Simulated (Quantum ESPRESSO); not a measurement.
# SiC (Moissanite 3C) (F-43m) in Quantum ESPRESSO: reference runs

Reference runs on SiC (Moissanite 3C): the cell as given and a disturbed copy.

Everything below comes from runs of Quantum ESPRESSO 7.5. Logs are shortened: lines on timing, memory, paths and dates and some standing lists are left out, and cuts for length are marked.

**The experiment to reproduce.**

“Insight into the structural, elastic and electronic properties of a new orthorhombic 6O-SiC polytype”, 2020, pmc:7200658 quotes, for a bulk crystal of SiC: band gap 2.4 eV (indirect).

The runs below are set against these values where they give the same quantity.

### Step 1. Starting point

The structure is cubic, space group F-43m (No. 216). Conventional cell: a = 4.358 Å, b = 4.358 Å, c = 4.358 Å, α = 90.00°, β = 90.00°, γ = 90.00°. Si (site symmetry -43m) is surrounded by 4 C at 1.89 Å. Around C (site symmetry -43m) lie 4 Si at 1.89 Å.

### Step 2. Single point, PBE

pw.in reads:

```
&CONTROL
  calculation = 'scf'
  prefix = 'pwscf'
  outdir = './tmp'
  pseudo_dir = './pseudo'
  tprnfor = .true.
  tstress = .true.
  disk_io = 'low'
/
&SYSTEM
  ibrav = 0
  nat = 2
  ntyp = 2
  ecutwfc = 55
  ecutrho = 440
  nbnd = 9
  occupations = 'smearing'
  smearing = 'fd'
  degauss = 0.00367493
/
&ELECTRONS
  conv_thr = 4d-10
  electron_maxstep = 120
  mixing_beta = 0.5
/
ATOMIC_SPECIES
Si    28.0850 Si.pbe-n-rrkjus_psl.1.0.0.UPF
C     12.0110 C.pbe-n-kjpaw_psl.1.0.0.UPF
CELL_PARAMETERS angstrom
   0.0000000000    2.1790000000    2.1790000000
   2.1790000000    0.0000000000    2.1790000000
   2.1790000000    2.1790000000    0.0000000000
ATOMIC_POSITIONS crystal
Si     0.0000000000    0.0000000000    0.0000000000
C      0.7500000000    0.7500000000    0.7500000000
K_POINTS automatic
10 10 10 0 0 0
```

pp_density.in reads:

```
&INPUTPP
  prefix = 'pwscf'
  outdir = './tmp'
  filplot = 'density.dat'
  plot_num = 0
/
&PLOT
  nfile = 1
  filepp(1) = 'density.dat'
  iflag = 3
  output_format = 6
  fileout = 'density.cube'
/
```

pp_potential.in reads:

```
&INPUTPP
  prefix = 'pwscf'
  outdir = './tmp'
  filplot = 'potential.dat'
  plot_num = 11
/
&PLOT
  nfile = 1
  filepp(1) = 'potential.dat'
  iflag = 3
  output_format = 6
  fileout = 'potential.cube'
/
```

Potentials or basis: SSSP 1.3 efficiency PBE.

Command:

```bash
> OMP_NUM_THREADS=1 pw.x -in pw.in > pw.out
> OMP_NUM_THREADS=1 pp.x -in pp_density.in > pp_density.out
> OMP_NUM_THREADS=1 pp.x -in pp_potential.in > pp_potential.out
```

pw.out:

```text
This program is part of the open-source Quantum ESPRESSO suite
     for quantum simulation of materials; please cite
         "P. Giannozzi et al., J. Phys.:Condens. Matter 21 395502 (2009);
         "P. Giannozzi et al., J. Phys.:Condens. Matter 29 465901 (2017);
         "P. Giannozzi et al., J. Chem. Phys. 152 154105 (2020);
     in publications or presentations arising from this work. More details at

     file C.pbe-n-kjpaw_psl.1.0.0.UPF: wavefunction(s)  2S 2P renormalized
     Message from routine setup:
     using ibrav=0 with symmetry is DISCOURAGED, use correct ibrav instead

     Subspace diagonalization in iterative solution of the eigenvalue problem:
     a serial algorithm will be used

     G-vector sticks info
     --------------------
     sticks:   dense  smooth     PW     G-vecs:    dense   smooth      PW
     Sum        1039     511    163                21883     7727    1411

     Using Slab Decomposition

     bravais-lattice index     =            0
     lattice parameter (alat)  =       5.8233  a.u.
     unit-cell volume          =     139.6363 (a.u.)^3
     number of atoms/cell      =            2
     number of atomic types    =            2
     number of electrons       =         8.00
     number of Kohn-Sham states=            9
     kinetic-energy cutoff     =      55.0000  Ry
     charge density cutoff     =     440.0000  Ry
     scf convergence threshold =      4.0E-10
     mixing beta               =       0.5000
     number of iterations used =            8  plain     mixing
     Exchange-correlation= SLA  PW   PBX  PBC
                           (   1   4   3   4   0   0   0)

     celldm(1)=   5.823326  celldm(2)=   0.000000  celldm(3)=   0.000000
     celldm(4)=   0.000000  celldm(5)=   0.000000  celldm(6)=   0.000000

     crystal axes: (cart. coord. in units of alat)
               a(1) = (   0.000000   0.707107   0.707107 )
               a(2) = (   0.707107   0.000000   0.707107 )
               a(3) = (   0.707107   0.707107   0.000000 )

     reciprocal axes: (cart. coord. in units 2 pi/alat)
               b(1) = ( -0.707107  0.707107  0.707107 )
               b(2) = (  0.707107 -0.707107  0.707107 )
               b(3) = (  0.707107  0.707107 -0.707107 )

     PseudoPot. # 1 for Si read from file:
     Si.pbe-n-rrkjus_psl.1.0.0.UPF
     Pseudo is Ultrasoft + core correction, Zval =  4.0
     Generated using "atomic" code by A. Dal Corso  v.5.1
     Using radial grid of 1141 points,  6 beta functions with:
                l(1) =   0
                l(2) =   0
                l(3) =   1
                l(4) =   1
                l(5) =   2
                l(6) =   2
     Q(r) pseudized with 0 coefficients

     PseudoPot. # 2 for C  read from file:
     C.pbe-n-kjpaw_psl.1.0.0.UPF
     Pseudo is Projector augmented-wave + core cor, Zval =  4.0
     Generated using "atomic" code by A. Dal Corso  v.5.1
     Shape of augmentation charge: PSQ
     Using radial grid of 1073 points,  4 beta functions with:
                l(1) =   0
                l(2) =   0
                l(3) =   1
                l(4) =   1
     Q(r) pseudized with 0 coefficients

     atomic species   valence    mass     pseudopotential
     Si                4.00    28.08500     Si( 1.00)
     C                 4.00    12.01100     C ( 1.00)

     24 Sym. Ops. (no inversion) found

   Cartesian axes

     site n.     atom                  positions (alat units)
         1        Si     tau(   1) = (   0.0000000   0.0000000   0.0000000  )
         2        C      tau(   2) = (   1.0606602   1.0606602   1.0606602  )

     number of k points=    47  Fermi-Dirac smearing, width (Ry)=  0.0037
                       cart. coord. in units 2pi/alat
        k(    1) = (   0.0000000   0.0000000   0.0000000), wk =   0.0020000
        k(    2) = (   0.0707107   0.0707107  -0.0707107), wk =   0.0160000
        k(    3) = (   0.1414214   0.1414214  -0.1414214), wk =   0.0160000
        k(    4) = (   0.2121320   0.2121320  -0.2121320), wk =   0.0160000
        k(    5) = (   0.2828427   0.2828427  -0.2828427), wk =   0.0160000
        k(    6) = (  -0.3535534  -0.3535534   0.3535534), wk =   0.0080000
[... 39 lines left out ...]
        k(   46) = (  -0.0707107  -0.3535534   0.6363961), wk =   0.0480000
        k(   47) = (  -0.7071068   0.2828427   0.0000000), wk =   0.0240000

     Dense  grid:    21883 G-vectors     FFT dimensions: (  40,  40,  40)

     Smooth grid:     7727 G-vectors     FFT dimensions: (  27,  27,  27)

     Initial potential from superposition of free atoms

     starting charge       7.9994, renormalised to       8.0000
     Starting wfcs are    8 randomized atomic wfcs +    1 random wfcs
     Checking if some PAW data can be deallocated...

     Self-consistent Calculation

     iteration #  1     ecut=    55.00 Ry     beta= 0.50
     Davidson diagonalization with overlap
     ethr =  1.00E-02,  avg # of iterations =  5.4

     total energy              =     -29.78293448 Ry
     estimated scf accuracy    <       0.44095457 Ry

     iteration #  2     ecut=    55.00 Ry     beta= 0.50
     Davidson diagonalization with overlap
     ethr =  5.51E-03,  avg # of iterations =  1.6

     total energy              =     -29.88953814 Ry
     estimated scf accuracy    <       0.02474928 Ry

     iteration #  3     ecut=    55.00 Ry     beta= 0.50
     Davidson diagonalization with overlap
     ethr =  3.09E-04,  avg # of iterations =  2.4

     total energy              =     -29.89277873 Ry
     estimated scf accuracy    <       0.00327851 Ry

     iteration #  4     ecut=    55.00 Ry     beta= 0.50
     Davidson diagonalization with overlap
     ethr =  4.10E-05,  avg # of iterations =  1.9

     total energy              =     -29.89293465 Ry
     estimated scf accuracy    <       0.00032682 Ry

     iteration #  5     ecut=    55.00 Ry     beta= 0.50
     Davidson diagonalization with overlap
     ethr =  4.09E-06,  avg # of iterations =  3.7
[... 8 lines left out ...]
     total energy              =     -29.89298560 Ry
     estimated scf accuracy    <       0.00000014 Ry

     iteration #  7     ecut=    55.00 Ry     beta= 0.50
     Davidson diagonalization with overlap
     ethr =  1.75E-09,  avg # of iterations =  2.1

     total energy              =     -29.89298565 Ry
     estimated scf accuracy    <       0.00000005 Ry

     iteration #  8     ecut=    55.00 Ry     beta= 0.50
     Davidson diagonalization with overlap
     ethr =  6.09E-10,  avg # of iterations =  2.0

     total energy              =     -29.89298566 Ry
     estimated scf accuracy    <          9.2E-10 Ry

     iteration #  9     ecut=    55.00 Ry     beta= 0.50
     Davidson diagonalization with overlap
     ethr =  1.15E-11,  avg # of iterations =  2.8

     End of self-consistent calculation

          k = 0.0000 0.0000 0.0000 (   941 PWs)   bands (ev):

    -5.9413   9.4696   9.4696   9.4696  15.7053  16.7748  16.7748  16.7748
    23.9728

          k = 0.0707 0.0707-0.0707 (   950 PWs)   bands (ev):

    -5.7460   8.4596   9.3356   9.3356  15.9658  17.0179  17.0179  17.0509
    23.0322

          k = 0.1414 0.1414-0.1414 (   947 PWs)   bands (ev):

    -5.1688   6.3379   9.0282   9.0282  15.6735  17.3770  17.3770  18.2551
    22.3710

          k = 0.2121 0.2121-0.2121 (   956 PWs)   bands (ev):

    -4.2452   4.0238   8.7116   8.7116  15.2634  17.2403  17.2403  19.2295
    23.1893

          k = 0.2828 0.2828-0.2828 (   951 PWs)   bands (ev):

    -3.1026   1.9690   8.4924   8.4924  14.9921  16.8639  16.8639  19.5216
    25.1955

          k =-0.3536-0.3536 0.3536 (   960 PWs)   bands (ev):

    -2.3751   0.9268   8.4157   8.4157  14.9009  16.6964  16.6964  19.5293
    25.6669
[... 21 lines left out ...]
          k =-0.2828-0.4243 0.4243 (   968 PWs)   bands (ev):

    -2.3316   1.2201   7.6679   8.1256  15.0538  16.4421  17.3289  20.1924
    24.4019

          k =-0.2121-0.3536 0.3536 (   958 PWs)   bands (ev):

    -2.5971   1.5891   7.4816   8.3693  15.2868  16.4921  17.1552  20.1805
    24.5761

          k =-0.1414-0.2828 0.2828 (   958 PWs)   bands (ev):

    -3.7148   3.4017   7.5215   8.7421  15.6610  16.8920  17.2585  19.5302
    22.4001

          k =-0.0707-0.2121 0.2121 (   949 PWs)   bands (ev):

    -4.7281   5.5844   7.8198   9.1368  16.0905  17.2370  17.3411  18.5678
    21.2222

          k = 0.0000-0.1414 0.1414 (   955 PWs)   bands (ev):

    -5.4232   7.5161   8.4712   9.3884  16.3757  16.7217  17.0817  18.0601
    21.6000

          k = 0.2828 0.0000 0.0000 (   966 PWs)   bands (ev):

    -4.9102   7.0768   8.0215   8.0215  14.4358  16.5513  19.1076  19.1076
    20.3309

          k = 0.3536 0.0707-0.0707 (   963 PWs)   bands (ev):

    -4.2244   5.5403   7.5672   7.6054  13.9351  16.2893  19.1657  19.6874
    21.6547

          k = 0.4243 0.1414-0.1414 (   964 PWs)   bands (ev):

    -3.2309   3.6272   6.8643   7.4180  13.7852  17.0478  19.0076  19.4757
    22.9347

          k =-0.2121-0.4950 0.4950 (   960 PWs)   bands (ev):

    -2.1538   1.9796   6.1865   7.4903  13.8555  17.7048  18.9467  19.7888
    23.3299

          k =-0.1414-0.4243 0.4243 (   963 PWs)   bands (ev):

    -1.9178   1.6722   5.7416   7.8058  14.2814  17.7330  18.5061  20.6628
    23.7142

          k =-0.0707-0.3536 0.3536 (   962 PWs)   bands (ev):

    -2.8764   3.0506   5.6563   8.2972  15.0607  17.7240  18.2223  19.7605
    22.2068

          k = 0.0000-0.2828 0.2828 (   953 PWs)   bands (ev):

    -3.9353   4.6640   6.2483   8.8210  16.0307  17.4771  17.8440  18.6334
    21.0050

          k = 0.4243 0.0000 0.0000 (   966 PWs)   bands (ev):

    -3.6695   5.1071   7.1031   7.1031  12.6367  15.0850  20.9987  20.9987
    21.8840

          k = 0.4950 0.0707-0.0707 (   968 PWs)   bands (ev):

    -2.8009   3.8840   6.3134   6.8403  12.3390  15.0960  21.0871  21.3958
    23.2335

          k =-0.1414-0.5657 0.5657 (   963 PWs)   bands (ev):

    -1.7796   2.6552   5.1162   6.8603  12.5848  16.4097  20.8816  21.0082
    23.5859

          k =-0.0707-0.4950 0.4950 (   965 PWs)   bands (ev):

    -1.2386   2.1204   4.2348   7.1583  13.0943  18.1753  20.3543  20.8956
    22.7095

          k =-0.0000-0.4243 0.4243 (   967 PWs)   bands (ev):

    -1.8751   2.7244   4.2082   7.6816  13.9375  18.8469  19.4635  20.2957
    22.9769

          k = 0.5657 0.0000 0.0000 (   962 PWs)   bands (ev):

    -2.0832   3.0167   6.4912   6.4912  11.2954  14.1097  22.6997  22.6997
    23.5510

          k =-0.0707-0.6364 0.6364 (   967 PWs)   bands (ev):

    -1.2525   2.1637   5.6361   6.4298  11.4681  14.4972  22.7918  22.7969
    23.9107

          k = 0.0000-0.5657 0.5657 (   959 PWs)   bands (ev):

    -0.8588   2.0408   4.3380   6.6643  12.1762  16.1753  21.9535  22.4140
    22.9364

          k =-0.7071 0.0000 0.0000 (   982 PWs)   bands (ev):

    -0.9246   1.6683   6.2791   6.2791  10.8258  13.7926  23.4860  23.4860
    24.2525

          k = 0.2828 0.1414 0.0000 (   956 PWs)   bands (ev):

    -4.6621   6.0267   7.4157   8.6930  15.2907  17.1030  18.0482  18.6746
    21.0757

          k = 0.3536 0.2121-0.0707 (   962 PWs)   bands (ev):

    -3.7558   4.2351   6.7280   8.2883  15.1576  17.1720  18.1410  19.0120
    21.9734

          k =-0.2828-0.4243 0.5657 (   962 PWs)   bands (ev):

    -2.6447   2.3633   6.4977   7.8386  14.9782  16.6659  18.7361  19.7340
    23.0829

          k =-0.2121-0.3536 0.4950 (   964 PWs)   bands (ev):

    -1.9507   1.3915   6.4560   7.6416  14.9128  16.4497  18.6884  20.5792
    23.5967

          k = 0.4243 0.1414-0.0000 (   963 PWs)   bands (ev):

    -3.4437   4.5528   6.4401   7.3389  13.5911  16.0621  19.1704  20.7833
    22.4510

          k =-0.2121-0.4950 0.6364 (   962 PWs)   bands (ev):

    -2.4147   3.1637   5.6427   6.8594  13.7659  16.9437  18.7645  21.0939
    23.1604

          k =-0.1414-0.4243 0.5657 (   961 PWs)   bands (ev):

    -1.5230   2.0249   5.0750   6.7806  14.0583  17.5949  19.3930  20.9065
    22.6880

          k =-0.0707-0.3536 0.4950 (   965 PWs)   bands (ev):

    -1.7754   2.3575   4.7986   7.1344  14.5356  17.4550  19.6867  20.4816
    22.6100

          k = 0.0000-0.2828 0.4243 (   960 PWs)   bands (ev):

    -2.7997   3.5356   5.2157   7.7354  15.0593  17.3482  18.3152  20.0922
    22.3356

          k =-0.1414-0.5657 0.7071 (   975 PWs)   bands (ev):

    -1.9119   2.9701   5.8090   6.1517  12.3989  15.2050  20.8595  22.6851
    23.5008

          k =-0.0707-0.4950 0.6364 (   961 PWs)   bands (ev):

    -1.0767   2.3135   4.6210   6.0565  13.0403  16.5193  20.3226  22.4024
    23.1009

          k =-0.0000-0.4243 0.5657 (   964 PWs)   bands (ev):

    -1.0307   2.3850   3.8883   6.4570  13.7399  18.1224  19.9556  20.9002
    22.6019

          k =-0.7071 0.1414 0.0000 (   966 PWs)   bands (ev):

    -0.8496   1.8709   5.6527   5.6644  11.9979  14.9206  22.0595  23.3210
    23.5569

          k =-0.1414-0.4243 0.7071 (   974 PWs)   bands (ev):

    -1.4740   2.7208   4.6230   6.0019  14.3887  17.7366  18.2644  21.7965
    22.8556

          k =-0.0707-0.3536 0.6364 (   958 PWs)   bands (ev):

    -0.9526   2.3735   4.3003   5.6156  14.6218  17.9544  19.3399  20.2202
    23.0912

          k =-0.7071 0.2828 0.0000 (   964 PWs)   bands (ev):

    -0.7175   2.3312   4.6693   4.8910  14.1557  17.5277  19.4999  20.6749
    23.6658

     the Fermi energy is    10.1668 ev

!    total energy              =     -29.89298566 Ry
     estimated scf accuracy    <          2.4E-10 Ry
     smearing contrib. (-TS)   =      -0.00000000 Ry
     internal energy E=F+TS    =     -29.89298566 Ry

     The total energy is F=E-TS. E is the sum of the following terms:
     one-electron contribution =       5.84389762 Ry
     hartree contribution      =       2.33288212 Ry
     xc contribution           =     -10.97331840 Ry
     ewald contribution        =     -20.93122177 Ry
     one-center paw contrib.   =      -6.16522523 Ry

     convergence has been achieved in   9 iterations

     Forces acting on atoms (cartesian axes, Ry/au):

     atom    1 type  1   force =    -0.00000000    0.00000000    0.00000000
     atom    2 type  2   force =     0.00000000   -0.00000000   -0.00000000

     Total force =     0.000000     Total SCF correction =     0.000000

     Computing stress (Cartesian axis) and pressure

          total   stress  (Ry/bohr**3)                   (kbar)     P=       34.59
   0.00023515   0.00000000   0.00000000           34.59        0.00        0.00
   0.00000000   0.00023515   0.00000000            0.00       34.59        0.00
   0.00000000  -0.00000000   0.00023515            0.00       -0.00       34.59

=------------------------------------------------------------------------------=
   JOB DONE.
=------------------------------------------------------------------------------=
```

It took 12 s on 1 thread of Intel Xeon 6975P-C (Granite Rapids), shared host; peak memory 0.14 GiB.

Results:

```
Free energy            : -406.7148 eV
Pressure               : 3.5 GPa
Band gap on the k mesh : 1.36 eV, indirect (least direct gap 4.55 eV)
```

(Part 1 of 2 ends here.)
